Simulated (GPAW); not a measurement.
# AlN (Fm-3m) in GPAW: convergence with basis set

Aim: find how far basis set must go before the results for AlN settle, at PBE. This setting moves, with any that are tied to it; all else stays.

All numbers are computed with GPAW 26.7.0; they aren't measurements. Logs are shortened: lines on timing, memory, paths and dates and some standing lists are left out, and cuts for length are marked. The log counts tension as positive stress, the text compression.

**1. The crystal as given**

It takes space group Fm-3m (No. 225, cubic). The conventional cell has a = 4.069 Å, b = 4.069 Å, c = 4.069 Å, α = 90.00°, β = 90.00°, γ = 90.00°. Around Al (site symmetry m-3m) lie 6 N at 2.03 Å. N (site symmetry m-3m) has 6 Al at 2.03 Å as nearest neighbours.

Measurements of this composition are mostly on another form, of space group No. 186.

**2. With basis set lcao:sz(dzp)**

Input file run.py:

```python
from ase import Atoms
from ase.dft.bandgap import bandgap
from ase.io import write
from gpaw import GPAW

atoms = Atoms(['Al', 'N'],
              cell=[[0.0, 2.034518, 2.034518],
                    [2.034518, 0.0, 2.034518],
                    [2.034518, 2.034518, 0.0]],
              scaled_positions=[[0.5, 0.5, 0.5],
                                [0.0, 0.0, 0.0]],
              pbc=True)

calc = GPAW(mode='lcao',
            h=0.16,
            basis='sz(dzp)',
            xc='PBE',
            kpts={'size': (11, 11, 11), 'gamma': True},
            occupations={'name': 'fermi-dirac', 'width': 0.05},
            convergence={'density': 1e-05, 'energy': 1e-05},
            maxiter=100,
            txt='gpaw.txt')
atoms.calc = calc
energy = atoms.get_potential_energy()
forces = atoms.get_forces()
calc.write('gs.gpw')
write('result.traj', atoms)
print(f'Energy: {energy:.6f} eV')
print('Forces (eV/A):')
print(forces.round(4))
print('Fermi level:', round(calc.get_fermi_level(), 4), 'eV')
print(f'Gap: {bandgap(calc)[0]:.4f} eV, direct: {bandgap(calc, direct=True)[0]:.4f} eV')
```

Potentials or basis: GPAW PAW data sets (gpaw-data 1.2.1), lcao:sz(dzp).

The run is started by

```sh
$ OMP_NUM_THREADS=1 python run.py
```

gpaw.txt:

```text
__  _  _
 | _ |_)|_||  |
 |__||  | ||/\| - 26.7.0

Input parameters:
  mode=LCAO(),
  basis={'default': 'sz(dzp)'},
  convergence={'density': 1e-05, 'energy': 1e-05},
  h=0.16,
  kpts=MonkhorstPack(size=(11, 11, 11), gamma=True),
  maxiter=100,
  occupations=Occupations(name='fermi-dirac', width=0.05),
  xc=XC(name='PBE')

              Al

       N

Atoms  # Å, Bohr magnetons
|   | symbol |        x |        y |        z |    initial magnetic moments |
|---|--------|----------|----------|----------|-----------------------------|
| 0 |     Al | 2.034518 | 2.034518 | 2.034518 | ( 0.0000,  0.0000,  0.0000) |
| 1 |      N | 0.000000 | 0.000000 | 0.000000 | ( 0.0000,  0.0000,  0.0000) |

Unit cell  # Å
| periodic |        x |        y |        z |  lengths |    angles |
|----------|----------|----------|----------|----------|-----------|
|      yes | 0.000000 | 2.034518 | 2.034518 | 2.877243 | 60.000000 |
|      yes | 2.034518 | 0.000000 | 2.034518 | 2.877243 | 60.000000 |
|      yes | 2.034518 | 2.034518 | 0.000000 | 2.877243 | 60.000000 |

Number of symmetries: 48
Symmetry operations  # r_c * U_cc + t_c -> r_c
|    | kind |            matrix            |
|----|------|------------------------------|
|  0 |  σ   |  1, 0, 0,  1, 0,-1,  1,-1, 0 |
|  1 |  C2  |  1, 0, 0,  1,-1, 0,  1, 0,-1 |
|  2 |  E   |  1, 0, 0,  0, 1, 0,  0, 0, 1 |
|  3 |  σ   |  1, 0, 0,  0, 0, 1,  0, 1, 0 |
|  4 |  C4  |  1, 0,-1,  1, 0, 0,  1,-1, 0 |
|  5 |  S6  |  1, 0,-1,  1,-1, 0,  1, 0, 0 |
|  6 |  σ   |  1, 0,-1,  0, 1,-1,  0, 0,-1 |
|  7 |  C3  |  1, 0,-1,  0, 0,-1,  0, 1,-1 |
|  8 |  S6  |  1,-1, 0,  1, 0, 0,  1, 0,-1 |
|  9 |  C4  |  1,-1, 0,  1, 0,-1,  1, 0, 0 |
| 10 |  C3  |  1,-1, 0,  0,-1, 1,  0,-1, 0 |
| 11 |  σ   |  1,-1, 0,  0,-1, 0,  0,-1, 1 |
| 12 |  σ   |  0, 1, 0,  1, 0, 0,  0, 0, 1 |
| 13 |  C4  |  0, 1, 0,  0, 1,-1, -1, 1, 0 |
| 14 |  C3  |  0, 1, 0,  0, 0, 1,  1, 0, 0 |
| 15 |  S6  |  0, 1, 0, -1, 1, 0,  0, 1,-1 |
| 16 |  C2  |  0, 1,-1,  1, 0,-1,  0, 0,-1 |
[... 17 lines left out ...]
| 34 |  S4  |  0,-1, 0,  0,-1, 1,  1,-1, 0 |
| 35 |  C2  |  0,-1, 0, -1, 0, 0,  0, 0,-1 |
| 36 |  C2  | -1, 1, 0,  0, 1, 0,  0, 1,-1 |
| 37 |  S6  | -1, 1, 0,  0, 1,-1,  0, 1, 0 |
| 38 |  S4  | -1, 1, 0, -1, 0, 1, -1, 0, 0 |
| 39 |  C3  | -1, 1, 0, -1, 0, 0, -1, 0, 1 |
| 40 |  S6  | -1, 0, 1,  0, 0, 1,  0,-1, 1 |
| 41 |  C2  | -1, 0, 1,  0,-1, 1,  0, 0, 1 |
| 42 |  C3  | -1, 0, 1, -1, 1, 0, -1, 0, 0 |
| 43 |  S4  | -1, 0, 1, -1, 0, 0, -1, 1, 0 |
| 44 |  C2  | -1, 0, 0,  0, 0,-1,  0,-1, 0 |
| 45 |  i   | -1, 0, 0,  0,-1, 0,  0, 0,-1 |
| 46 |  σ   | -1, 0, 0, -1, 1, 0, -1, 0, 1 |
| 47 |  C2  | -1, 0, 0, -1, 0, 1, -1, 1, 0 |

BZ-sampling:
  Number of BZ points: 1331
  Number of IBZ points: 56

  Monkhorst-Pack size: [11, 11, 11]
  Monkhorst-Pack shift: [0, 0, 0]

K-points  # in reciprocal-cell coordinates
|     |                                coordinates |     weight |
|-----|--------------------------------------------|------------|
|   0 | (  0.00000000,   0.00000000,   0.00000000) | 0.00075131 |
|   1 | (  0.09090909,   0.09090909,   0.00000000) | 0.00450789 |
|   2 | (  0.09090909,   0.09090909,   0.09090909) | 0.00601052 |
|   3 | (  0.18181818,   0.09090909,   0.09090909) | 0.00901578 |
|   4 | (  0.18181818,   0.18181818,   0.00000000) | 0.00450789 |
|   5 | (  0.18181818,   0.18181818,   0.09090909) | 0.01803156 |
|   6 | (  0.18181818,   0.18181818,   0.18181818) | 0.00601052 |
|   7 | (  0.27272727,   0.18181818,   0.09090909) | 0.01803156 |
|   8 | (  0.27272727,   0.18181818,   0.18181818) | 0.01803156 |
|   9 | (  0.27272727,   0.27272727,   0.00000000) | 0.00450789 |
| ... |                                            |            |
|  55 | (  0.45454545,   0.45454545,   0.45454545) | 0.00601052 |

basis functions: 8
Spin-components: 1 (collinear spins)
Bands:           8
Projectors:      10
Spin-degeneracy: 2
Datatype:        <class 'complex'>

Parallelization:
  kpt:    1
  domain: 1
  band:   1

Density:
  Valence electrons: 8.0
  Components: 1
  Grid points: [16 16 16]
  Charge: 0.0  # |e|

Potential:
  Grid points: [16 16 16]

species:
  Al:
    name:    Aluminium
    Z:       13.0
    valence: 3
    core:    10
    charge:  0.0  # [|e|]
    compensation charges:
      type: gauss
      rc: 0.34  # [Å]
      lmax: 2
    cutoffs:
      filter: 1.91  # [Å]
      core: 2.36  # [Å]
    projectors
    | kind |    occ | energy [eV] | rcut [Å] |
    |------|--------|-------------|----------|
    |   3s |  2.000 |      -7.753 |    1.085 |
[... 156 lines left out ...]
|   2 | (  0.09090909,   0.09090909,   0.09090909) | 0.00601052 |
|   3 | (  0.18181818,   0.09090909,   0.09090909) | 0.00901578 |
|   4 | (  0.18181818,   0.18181818,   0.00000000) | 0.00450789 |
|   5 | (  0.18181818,   0.18181818,   0.09090909) | 0.01803156 |
|   6 | (  0.18181818,   0.18181818,   0.18181818) | 0.00601052 |
|   7 | (  0.27272727,   0.18181818,   0.09090909) | 0.01803156 |
|   8 | (  0.27272727,   0.18181818,   0.18181818) | 0.01803156 |
|   9 | (  0.27272727,   0.27272727,   0.00000000) | 0.00450789 |
| ... |                                            |            |
|  55 | (  0.45454545,   0.45454545,   0.45454545) | 0.00601052 |

basis functions: 8
Spin-components: 1 (collinear spins)
Bands:           8
Projectors:      10
Spin-degeneracy: 2
Datatype:        <class 'complex'>

Parallelization:
  kpt:    1
  domain: 1
  band:   1

Density:
  Valence electrons: 8.0
  Components: 1
  Grid points: [16 16 16]
  Charge: 0.0  # |e|

Potential:
  Grid points: [16 16 16]

species:
  Al:
    name:    Aluminium
    Z:       13.0
    valence: 3
    core:    10
    charge:  0.0  # [|e|]
    compensation charges:
      type: gauss
      rc: 0.34  # [Å]
      lmax: 2
    cutoffs:
      filter: 1.91  # [Å]
      core: 2.36  # [Å]
    projectors
    | kind |    occ | energy [eV] | rcut [Å] |
    |------|--------|-------------|----------|
    |   3s |  2.000 |      -7.753 |    1.085 |
    |   3p |  1.000 |      -2.712 |    1.085 |
    |    s |        |      19.459 |    1.085 |
    |    p |        |      24.499 |    1.085 |
    |    d |        |       0.000 |    1.085 |

    LCAO basis set for Al:
      Name: sz(dzp)
      File: <dir>
      Number of radial functions: 2
      Number of spherical harmonics: 4
        l=0, rc=7.8750 Bohr: 3s-sz confined orbital
        l=1, rc=10.4219 Bohr: 3p-sz confined orbital
      Number of RI-basis functions 0

  N:
    name:    Nitrogen
    Z:       7.0
    valence: 5
    core:    2
    charge:  0.0  # [|e|]
    compensation charges:
      type: gauss
      rc: 0.18  # [Å]
      lmax: 2
    cutoffs:
      filter: 1.11  # [Å]
      core: 0.96  # [Å]
    projectors
    | kind |    occ | energy [eV] | rcut [Å] |
    |------|--------|-------------|----------|
    |   2s |  2.000 |     -18.583 |    0.603 |
    |   2p |  3.000 |      -7.089 |    0.529 |
    |    s |        |       8.629 |    0.603 |
    |    p |        |      20.123 |    0.529 |
    |    d |        |       0.000 |    0.577 |

    LCAO basis set for N:
      Name: sz(dzp)
      File: <dir>
      Number of radial functions: 2
      Number of spherical harmonics: 4
        l=0, rc=4.8594 Bohr: 2s-sz confined orbital
        l=1, rc=6.0625 Bohr: 2p-sz confined orbital
      Number of RI-basis functions 0

Reference energy: -8085.144769  # eV

eigensolver:
  <gpaw.new.lcao.eigensolver.LCAOEigensolver object>
density mixing:
  MSR1-Mixer
  Pratt-step length: 0.05
  Maximum mixing coefficient: 0.75
  Old densities: 10
  SVD Regularization: 0.005
  Good broyden scale: 1.0
  Trust region scale: 1.0
  Backstep threshold: 4.0
  History deletion threshold: 6.0
  Fourier metric: weight=20.0, sigma=0.015

occupation numbers:
  Fermi-Dirac:
    width: 0.0500  # eV

FastPoissonSolver using
    Stencil: 12*3+1=37 point O(h^6) finite-difference Laplacian
    FFT axes: [np.int64(0), np.int64(1), np.int64(2)]
    FST axes: []

xc functional:
  name: PBE with 2 nearest neighbor stencil
interpolation: tri-quintic # 5. degree polynomial

convergence criteria:
- Maximum integral of absolute [dens]ity change: 1e-05 electrons / valence electron
- Maximum [total energy] change in last 3 cyles: 1e-05 eV / valence electron
- Maximum integral of absolute [eigenst]ate change: 4e-08 eV^2 / valence electron
maximum number of iterations: 100

SCF iterations
|iter     | |      energy | eigst |  dens |
|---------|-|-------------|-------|-------|
|iter:   1| |  -14.313914 |      c|       |
|iter:   2| |  -13.863021 |      c| -0.61 |
|iter:   3| |  -12.259745 |      c| -0.66 |
|iter:   4| |  -12.265476 |      c| -1.65 |
|iter:   5| |  -12.267948 |      c| -1.92 |
|iter:   6| |  -12.267951 |      c| -4.30 |
|iter:   7| |  -12.267952c|      c| -4.82 |
|iter:   8| |  -12.267952c|      c| -6.00c|

Converged in 8 steps
Energy contributions relative to reference atoms: (reference = -8085.144769)

Energy contributions:
  Kinetic:          39.967330
  Coulomb:         -32.368130
  Zero:              0.272323
  External:          0.000000
  Xc:              -20.139474
  Entropy:          -0.000000
  Spinorbit:         0.000000
  ----------------------------
  Free energy:     -12.267952
  Extrapolated:    -12.267952

dipole moment: (-10.069705, -10.069705, -10.069705)  # |e|*Ang

Fermi level: 12.142
Eigenvalues  # (at kpt = [0.000, 0.000, 0.000])
| band index |      eig [eV] | occ [0-2] |
|------------|---------------|-----------|
|          0 |        -7.204 |     2.000 |
|          1 |        10.854 |     2.000 |
|          2 |        10.854 |     2.000 |
|          3 |        10.866 |     2.000 |
|          4 |        16.038 |     0.000 |
|          5 |        29.182 |     0.000 |
|          6 |        29.182 |     0.000 |
|          7 |        29.190 |     0.000 |

Gap: 3.860 eV
Transition (v -> c):
  (s=0, k=3, n=3, [0.18, 0.09, 0.09]) -> (s=0, k=50, n=4, [0.45, 0.45, 0.00])
Direct/indirect transitions are different
Direct gap: 5.171 eV
Transition at: (s=0, k=0, n=3, [0.00, 0.00, 0.00])

Forces  # eV/Ang
|        x |        y |        z |
|----------|----------|----------|
| -0.00000 |  0.00000 |  0.00000 |  # Al   0
|  0.00000 | -0.00000 | -0.00000 |  # N    1

# Writing to gs.gpw (mode='')
```

Wall time 89 s (1 thread of Arm Neoverse V1, shared host); peak memory 0.15 GiB.

What came out:

```
Free energy            : -12.2680 eV
Band gap on the k mesh : 3.86 eV, indirect (least direct gap 5.17 eV)
```

**3. With basis set lcao:szp(dzp)**

Edit run.py of step 2 so:

```diff
@@ -15,3 +15,3 @@
             h=0.16,
-            basis='sz(dzp)',
+            basis='szp(dzp)',
             xc='PBE',
```

Potentials or basis: GPAW PAW data sets (gpaw-data 1.2.1), lcao:szp(dzp).

The run is started by

```sh
$ OMP_NUM_THREADS=1 python run.py
```

Wall time 6.1 min (1 thread of Arm Neoverse V1, shared host); peak memory 0.17 GiB.

What came out:

- Free energy: -13.9199 eV
- Band gap on the k mesh: 4.35 eV, indirect (least direct gap 5.44 eV)

**4. With basis set lcao:dz(dzp)**

Edit run.py of step 3 so:

```diff
@@ -15,3 +15,3 @@
             h=0.16,
-            basis='szp(dzp)',
+            basis='dz(dzp)',
             xc='PBE',
```

Potentials or basis: GPAW PAW data sets (gpaw-data 1.2.1), lcao:dz(dzp).

The run is started by

```sh
$ OMP_NUM_THREADS=1 python run.py
```

It took 2.1 min on 1 thread of Arm Neoverse V1, shared host; peak memory 0.16 GiB.

What came out:

```yaml
Free_energy: -13.7962 eV
Band_gap_on_the_k_mesh: 4.53 eV, indirect (least direct gap 5.35 eV)
```

**5. With basis set lcao:dzp**

Edit run.py of step 4 so:

```diff
@@ -15,3 +15,3 @@
             h=0.16,
-            basis='dz(dzp)',
+            basis='dzp',
             xc='PBE',
```

Potentials or basis: GPAW PAW data sets (gpaw-data 1.2.1), lcao:dzp.

The run is started by

```sh
$ OMP_NUM_THREADS=1 python run.py
```

Run time: 7.4 min. Hardware: 1 thread of Arm Neoverse V1, shared host; peak memory 0.18 GiB.

It converged, with:

```
Free energy            : -14.0226 eV
Band gap on the k mesh : 4.48 eV, indirect (least direct gap 5.39 eV)
```

**6. With basis set fd**

Edit run.py of step 5 so:

```diff
@@ -13,5 +13,4 @@
 
-calc = GPAW(mode='lcao',
+calc = GPAW(mode='fd',
             h=0.16,
-            basis='dzp',
             xc='PBE',
@@ -19,2 +18,3 @@
             occupations={'name': 'fermi-dirac', 'width': 0.05},
+            nbands=11,
             convergence={'density': 1e-05, 'energy': 1e-05},
```

Potentials or basis: GPAW PAW data sets (gpaw-data 1.2.1), fd.

The run is started by

```sh
$ OMP_NUM_THREADS=1 python run.py
```

Run time: 25 s. Hardware: 1 thread of Arm Neoverse V1, shared host; peak memory 0.22 GiB.

The run converged. Its results:

* Free energy: -14.5707 eV
* Band gap on the k mesh: 4.56 eV, indirect (least direct gap 5.41 eV)

**7. With basis set pw**

Edit run.py of step 6 so:

```diff
@@ -3,3 +3,4 @@
 from ase.io import write
-from gpaw import GPAW
+from ase.units import GPa
+from gpaw import GPAW, PW
 
@@ -13,4 +14,3 @@
 
-calc = GPAW(mode='fd',
-            h=0.16,
+calc = GPAW(mode=PW(800),
             xc='PBE',
@@ -25,2 +25,3 @@
 forces = atoms.get_forces()
+stress = atoms.get_stress()
 calc.write('gs.gpw')
@@ -30,2 +31,3 @@
 print(forces.round(4))
+print('Stress (GPa):', (stress / GPa).round(3))
 print('Fermi level:', round(calc.get_fermi_level(), 4), 'eV')
```

Potentials or basis: GPAW PAW data sets (gpaw-data 1.2.1), pw.

The run is started by

```sh
$ OMP_NUM_THREADS=1 python run.py
```

It took 9.8 s on 1 thread of Arm Neoverse V1, shared host; peak memory 0.14 GiB.

It converged, with:

```
Free energy            : -14.5341 eV
Pressure               : 1.3 GPa
Band gap on the k mesh : 4.56 eV, indirect (least direct gap 5.40 eV)
```

**8. Result**

```tsv
basis set	energy less the tightest run, at zero smearing (meV/atom)	gap on the mesh (eV)	SCF cycles	CPU time (s)	peak memory (GiB)
lcao:sz(dzp)	1133.07	3.860	8	89	0.15
lcao:szp(dzp)	307.08	4.346	8	360	0.17
lcao:dz(dzp)	368.95	4.529	8	130	0.16
lcao:dzp	255.73	4.482	8	440	0.18
fd	-18.30	4.559	10	25	0.22
pw	0.00	4.560	9	9.8	0.14
```

Against the tightest run, the gap on the mesh stays within 0.01 eV from fd on. Not settled before the last step: the energy (to 1 meV/atom). The tightest run that finished is the yardstick and may itself not be fully converged.

Caveats: an odd mesh through Γ misses points on the zone boundary, where band edges often lie.
